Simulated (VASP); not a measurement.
# TiN (Fm-3m) in VASP: settings compared, part 2 of 2

VASP 6.6.1. Earlier steps stand in the parts before.

### 3 Relaxation of cell and atoms, r2SCAN

File INCAR:

```
PREC     = Accurate       # precision mode
ENCUT    = 600            # plane-wave cutoff, eV
EDIFF    = 1E-7           # SCF threshold, eV
ISMEAR   = 1              # smearing method
SIGMA    = 0.1            # smearing width, eV
LREAL    = F              # projectors in reciprocal space
LASPH    = T              # aspherical terms in the spheres
NELM     = 80             # most SCF steps
ALGO     = Normal         # electronic algorithm
ISIF     = 3              # what is computed and relaxed
LWAVE    = F              # write WAVECAR
LCHARG   = F              # write CHGCAR
METAGGA  = R2SCAN         # meta-GGA
LMIXTAU  = T            
IBRION   = 2              # ionic algorithm
NSW      = 90             # ionic steps
EDIFFG   = -0.005         # ionic threshold
```

File KPOINTS:

```
regular mesh
0
Gamma
  16 16 16
```

File POSCAR:

```
TiN                                     
1.0
    0.0000000000      2.1200743645      2.1200743645
    2.1200743645     -0.0000000000      2.1200743645
    2.1200743645      2.1200743645     -0.0000000000
  Ti              N             
     1     1
Direct
     0.0000000000000000    0.0000000000000000    0.0000000000000000
     0.5000000000000000    0.5000000000000000    0.5000000000000000
```

Potentials or basis: VASP PAW PBE potentials, release 64 (Ti_sv, N).

The run is started by

```bash
$ cat potpaw_PBE.64/Ti_sv/POTCAR potpaw_PBE.64/N/POTCAR > POTCAR
$ mpirun -np 1 vasp_std > vasp.out
```

Run time: 1.7 min. Hardware: 1 thread of Intel Xeon Platinum 8488C (Sapphire Rapids), shared host; peak memory 0.18 GiB.

Results (log left out):

```
Free energy             : -26.0149 eV
Pressure after relaxing : 0.0 GPa
Band gap on the k mesh  : none (metal or under the smearing width)
```

Final structure:
```
Ti N
1.0
     0.00000    2.12007    2.12007
     2.12007    0.00000    2.12007
     2.12007    2.12007    0.00000
Ti N
1 1
Direct
  0.00000 0.00000 0.00000
  0.50000 0.50000 0.50000
```

Levels at points of the mesh, in eV from the Fermi level:
```tsv
k point	band 6	band 7	band 8	band 9	band 10	band 11	band 12
(0.00, 0.00, 0.00)	-2.40	-2.40	-2.40	-0.63	-0.63	-0.63	0.57
(0.50, 0.00, 0.00)	-8.52	-5.93	-5.93	1.72	1.72	2.42	5.92
(0.50, 0.50, 0.00)	-6.29	-3.63	-3.63	-3.11	1.65	2.43	2.43
```

Caveat: the relaxation stopped at its first step, so nothing moved; the PAW data sets were made with another functional, which shifts forces and pressure a little.

### 4 Relaxation of cell and atoms, PBE

File INCAR:

```
SYSTEM = TiN
ALGO = Normal
EDIFF = 1E-6
EDIFFG = -0.01
ENCUT = 600
GGA = PE
IBRION = 2
ISIF = 3
ISMEAR = 1
LASPH = .TRUE.
LCHARG = .FALSE.
LREAL = .FALSE.
LWAVE = .FALSE.
NELM = 80
NSW = 90
PREC = Accurate
SIGMA = 0.1
```

File KPOINTS:

```
k-points
0
G
  16 16 16
  0 0 0
```

File POSCAR:

```
TiN
1.0
    0.0000000000      2.1190000000      2.1190000000
    2.1190000000      0.0000000000      2.1190000000
    2.1190000000      2.1190000000      0.0000000000
Ti N
1 1
Direct
    0.0000000000      0.0000000000      0.0000000000
    0.5000000000      0.5000000000      0.5000000000
```

The run is started by

```bash
$ cat potpaw_PBE.64/Ti_sv/POTCAR potpaw_PBE.64/N/POTCAR > POTCAR
$ mpirun -np 1 vasp_std > vasp.out
```

Run time: 29 s. Hardware: 1 thread of Intel Xeon 6975P-C (Granite Rapids), shared host; peak memory 0.17 GiB.

It converged, with:

```yaml
Free_energy: -19.6377 eV
Relaxed_volume: 9.59 Å³/atom
Relaxed_cell: a = 3.004 Å, b = 3.004 Å, c = 3.004 Å, α = 60.00°, β = 60.00°, γ = 60.00°
Space_group_after_relaxing_to_0.05_Å: Fm-3m (No. 225)
Energy_gained_by_relaxing: 0.5 meV/atom
Ionic_steps: 3
Pressure_after_relaxing: 0.0 GPa
Band_gap_on_the_k_mesh: none (metal or under the smearing width)
```

Step by step:
```tsv
step	energy change (eV)	largest force (eV/Å)	pressure (GPa)	volume (Å³)
1	0.0000	0.0000	2.07	19.03
2	0.0008	0.0000	-2.74	19.37
3	-0.0009	0.0000	-0.01	19.17
```

Final structure:
```
Ti N
1.0
     0.00000    2.12430    2.12430
     2.12430    0.00000    2.12430
     2.12430    2.12430    0.00000
Ti N
1 1
Direct
  0.00000 0.00000 0.00000
  0.50000 0.50000 0.50000
```

Levels at points of the mesh, in eV from the Fermi level:
```
           k point  band 5  band 6  band 7  band 8  band 9  band 10  band 11  band 12
(0.00, 0.00, 0.00)  -17.08   -2.05   -2.05   -2.05   -0.62    -0.62    -0.62     0.56
(0.50, 0.00, 0.00)  -14.65   -8.06   -5.46   -5.46    1.65     1.65     2.32     5.68
(0.50, 0.50, 0.00)  -15.68   -5.83   -3.24   -3.24   -3.05     1.61     2.35     2.35
```

### 5 Relaxation of cell and atoms, PBE

This run uses another cell than the first one, of 9.59 Å³/atom, 1.008 times its volume.

INCAR, as its differences from that of step 4:

```diff
@@ -2,4 +2,4 @@
 ALGO = Normal
-EDIFF = 1E-6
-EDIFFG = -0.01
+EDIFF = 1E-7
+EDIFFG = -0.005
 ENCUT = 600
```

KPOINTS is that of step 4.

File POSCAR:

```
TiN                                     
1.0
   -0.0000000000      2.1242992028      2.1242992028
    2.1242992028      0.0000000000      2.1242992028
    2.1242992028      2.1242992028     -0.0000000000
  Ti              N             
     1     1
Direct
     0.0000000000000000    0.0000000000000000    0.0000000000000000
     0.5000000000000000    0.5000000000000000    0.5000000000000000
```

Potentials or basis: VASP PAW PBE potentials, release 64 (Ti_sv, N).

The run is started by

```bash
$ cat potpaw_PBE.64/Ti_sv/POTCAR potpaw_PBE.64/N/POTCAR > POTCAR
$ mpirun -np 1 vasp_std > vasp.out
```

OUTCAR:

```text
SYSTEM = TiN
   EDIFF = 1E-7
   EDIFFG = -0.005
   ENCUT = 600
   GGA = PE
   IBRION = 2
   ISIF = 3
   ISMEAR = 1
   LASPH = .TRUE.
   LREAL = .FALSE.
   NELM = 80
   NSW = 90
   PREC = Accurate

 ion  position               nearest neighbor table
   1  0.000  0.000  0.000-   2 2.12   2 2.12   2 2.12   2 2.12   2 2.12   2 2.12
   2  0.500  0.500  0.500-   1 2.12   1 2.12   1 2.12   1 2.12   1 2.12   1 2.12

  LATTYP: Found a face centered cubic cell.
 ALAT       =     4.2485984056

[... 552 lines left out ...]

  FORCE on cell =-STRESS in cart. coord.  units (eV):
  Direction    XX          YY          ZZ          XY          YZ          ZX
  --------------------------------------------------------------------------------------
  -------------------------------------------------------------------------------------
  Total       -0.0006225     -0.0006225     -0.0006225      0.0000000     -0.0000000      0.0000000
  in kB       -0.0520170     -0.0520170     -0.0520170      0.0000000     -0.0000000      0.0000000
  external PRESSURE =      -0.0520170 kB  Pullay stress =       0.0000000 kB

 VOLUME and BASIS-vectors are now :
 -----------------------------------------------------------------------------
  energy-cutoff  :      600.00
  volume of cell :       19.17
      direct lattice vectors                 reciprocal lattice vectors
     0.000000000  2.124299203  2.124299203    -0.235371740  0.235371740  0.235371740
     2.124299203  0.000000000  2.124299203     0.235371740 -0.235371740  0.235371740
     2.124299203  2.124299203  0.000000000     0.235371740  0.235371740 -0.235371740

 POSITION                                       TOTAL-FORCE (eV/Angst)
 -----------------------------------------------------------------------------------
      0.00000      0.00000      0.00000         0.000000     -0.000000      0.000000
      2.12430      2.12430      2.12430        -0.000000      0.000000     -0.000000
 -----------------------------------------------------------------------------------
    total drift:                                0.000000     -0.000000     -0.000000

  FREE ENERGIE OF THE ION-ELECTRON SYSTEM (eV)
  ---------------------------------------------------
  free  energy   TOTEN  =       -19.6380024622 eV

  energy  without entropy=      -19.6366642626  energy(sigma->0) =      -19.63755640

 reached required accuracy - stopping structural energy minimisation
```

OSZICAR:

```text
N       E                     dE             d eps       ncg     rms          rms(c)
DAV:   1     0.153377965659E+03    0.15338E+03   -0.96948E+03  3480   0.186E+03
DAV:   2    -0.999342874809E+01   -0.16337E+03   -0.15623E+03  3656   0.443E+02
DAV:   3    -0.240113064455E+02   -0.14018E+02   -0.13548E+02  4272   0.125E+02
DAV:   4    -0.247956121356E+02   -0.78431E+00   -0.78157E+00  4860   0.283E+01
DAV:   5    -0.248164185564E+02   -0.20806E-01   -0.20804E-01  4444   0.415E+00    0.181E+01
DAV:   6    -0.199564967403E+02    0.48599E+01   -0.31893E+01  4316   0.719E+01    0.648E+00
DAV:   7    -0.196728954703E+02    0.28360E+00   -0.35216E+00  4176   0.243E+01    0.476E+00
DAV:   8    -0.197147079188E+02   -0.41812E-01   -0.96321E-01  3864   0.143E+01    0.299E+00
DAV:   9    -0.196459084299E+02    0.68799E-01   -0.17162E-01  3868   0.643E+00    0.126E+00
DAV:  10    -0.196392285989E+02    0.66798E-02   -0.75653E-02  3760   0.407E+00    0.469E-01
DAV:  11    -0.196382250153E+02    0.10036E-02   -0.55035E-03  4216   0.935E-01    0.193E-01
DAV:  12    -0.196380033263E+02    0.22169E-03   -0.10853E-03  4412   0.532E-01    0.398E-02
DAV:  13    -0.196380039805E+02   -0.65424E-06   -0.85346E-05  4196   0.111E-01    0.214E-02
DAV:  14    -0.196380023957E+02    0.15848E-05   -0.17840E-05  3848   0.604E-02    0.371E-03
DAV:  15    -0.196380025350E+02   -0.13931E-06   -0.98734E-07  4116   0.128E-02    0.193E-03
DAV:  16    -0.196380024622E+02    0.72844E-07   -0.90936E-08  2120   0.465E-03
   1 F= -.19638002E+02 E0= -.19637556E+02  d E =-.196380E+02
```

CONTCAR:

```text
TiN
   1.00000000000000
     0.0000000000000000    2.1242992028000001    2.1242992028000001
     2.1242992028000001    0.0000000000000000    2.1242992028000001
     2.1242992028000001    2.1242992028000001    0.0000000000000000
  Ti              N
     1     1
Direct
     0.0000000000000000    0.0000000000000000    0.0000000000000000
     0.5000000000000000    0.5000000000000000    0.5000000000000000

  0.00000000E+00  0.00000000E+00  0.00000000E+00
  0.00000000E+00  0.00000000E+00  0.00000000E+00
```

Wall time 14 s (1 thread of Intel Xeon 6975P-C (Granite Rapids), shared host); peak memory 0.17 GiB.

What came out:

- Free energy: -19.6380 eV
- Pressure after relaxing: 0.0 GPa
- Band gap on the k mesh: none (metal or under the smearing width)

Final structure:
```cif
data_structure
_symmetry_space_group_name_H-M 'P 1'
_symmetry_Int_Tables_number 1
_cell_length_a 3.0042
_cell_length_b 3.0042
_cell_length_c 3.0042
_cell_angle_alpha 60.000
_cell_angle_beta 60.000
_cell_angle_gamma 60.000
_cell_volume 19.17
loop_
_atom_site_label
_atom_site_type_symbol
_atom_site_fract_x
_atom_site_fract_y
_atom_site_fract_z
_atom_site_occupancy
Ti1 Ti 0.00000 0.00000 0.00000 1
N1 N 0.50000 0.50000 0.50000 1
```

Caveat: the relaxation stopped at its first step, so nothing moved.
